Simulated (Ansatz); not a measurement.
# What a trial cell of InO3 relaxes into

Theory: DFT PBE, scalar-relativistic, plane waves, PAW (Ansatz). Cutoff 420 eV, Γ-centred k mesh, Gaussian smearing, collinear spin, first started from parallel moments.

InO3 was placed on the Cu3Au (L1_2) structure type (Pm-3m, No. 221), with In in place of Au, O in place of Cu, at a guessed volume.

```
In O
1.0
     3.57780    0.00000    0.00000
     0.00000    3.57780    0.00000
     0.00000    0.00000    3.57780
In O
1 3
Direct
  0.00000 0.00000 0.00000
  0.00000 0.50000 0.50000
  0.50000 0.00000 0.50000
  0.50000 0.50000 0.00000
```

Cell and atoms relax at zero pressure; the relaxation can't lower the symmetry of the start. After a coarse first stage the cell is made exact in the group found at 0.06 Å.

Energies over the elements count from the elements' standard structures at the same level (O₂ as a molecule), with no empirical corrections.

(1) Describe the relaxed structure.

(2) What are its volume, energy, gap and moment?

## Answers

(1) It keeps Pm-3m (No. 221). The result has the Cu3Au (L1_2) structure. Conventional cell: a = 3.480 Å. In has 12 O at 2.46 Å; O has 4 In at 2.46 Å and 8 O at 2.46 Å.

Space group Pm-3m (No. 221). a = 3.480 Å, b = 3.480 Å, c = 3.480 Å, α = 90.00°, β = 90.00°, γ = 90.00°
```csv
atom,site,symmetry,x,y,z
In,1a,m-3m,0.0000,0.0000,0.0000
O,3c,4/mm.m,0.0000,0.5000,0.5000
```

(2) The volume per atom is 10.54 Å³ and the density is 6.41 g/cm³. The energy over the elements is 0.28 eV/atom. The gap on the 14×14×14 mesh is 0 eV (a metal). The net moment per atom is 0.75 μB and the largest site moment is 1.02 μB.

The final run used a 14×14×14 mesh on its 4-atom cell and 0.10 eV smearing. The k mesh leaves about 4 meV/atom of noise in metals. A structure relaxed within its symmetry needn't be a true minimum. The steps took roughly 60 core-seconds in all.

Cost: 3 runs of about 1 core-minutes in all, on Intel Xeon Platinum 8259CL (Skylake/Cascade Lake) (shared hosts).